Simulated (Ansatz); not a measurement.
Random displacements in WS$_{2}$

Computed with Ansatz 0.2.0, DFT PBE+D3(BJ), scalar-relativistic, plane waves, PAW. Settings: plane waves to 420 eV, k-mesh 12×12×4 (Γ-centred), Gaussian smearing 0.05 eV. Spin–orbit coupling is left out, which matters for the heavy elements here. No spin polarisation. Energies are free energies at this smearing, counted from the undisturbed cell; pressure is positive in compression.

The starting cell (as given, not relaxed at this level):

```
W S
1.0
     3.18000    0.00000    0.00000
    -1.59000    2.75396    0.00000
     0.00000    0.00000   12.50000
W S
2 4
Direct
  0.33333 0.66667 0.25000
  0.66667 0.33333 0.75000
  0.33333 0.66667 0.62000
  0.66667 0.33333 0.12000
  0.33333 0.66667 0.88000
  0.66667 0.33333 0.38000
```

The atoms are displaced (Å, in the unstrained cell):

| atom | ux | uy | uz |
| --- | --- | --- | --- |
| W1 | -0.069 | -0.006 | -0.040 |
| W2 | 0.034 | 0.047 | 0.005 |
| S3 | -0.055 | 0.037 | -0.062 |
| S4 | 0.066 | 0.000 | -0.003 |
| S5 | -0.038 | -0.031 | 0.113 |
| S6 | 0.063 | -0.046 | -0.013 |

Strain (Voigt, engineering shear): (-0.0003, 0.0050, -0.0100, 0.0020, 0.0021, 0.0059).

Problem. What are the energy change, the stress and the forces?

Solution. ΔE = 78.6 meV/atom; stress (xx, yy, zz, yz, xz, xy; compression positive) (-6.65, -7.52, -13.11, 1.62, -0.05, 0.81) GPa; gap on the mesh 0.81 eV.
```csv
atom,Fx (eV/Å),Fy,Fz
W1,2.46,-0.20,0.97
W2,-1.19,-0.65,0.43
S3,0.69,0.14,1.87
S4,-1.34,-0.08,0.09
S5,0.51,0.50,-2.33
S6,-1.13,0.29,-1.02
```

Cost: 1 run of about 0.78 core-minutes, on Intel Xeon 6975P-C (Granite Rapids) (shared hosts).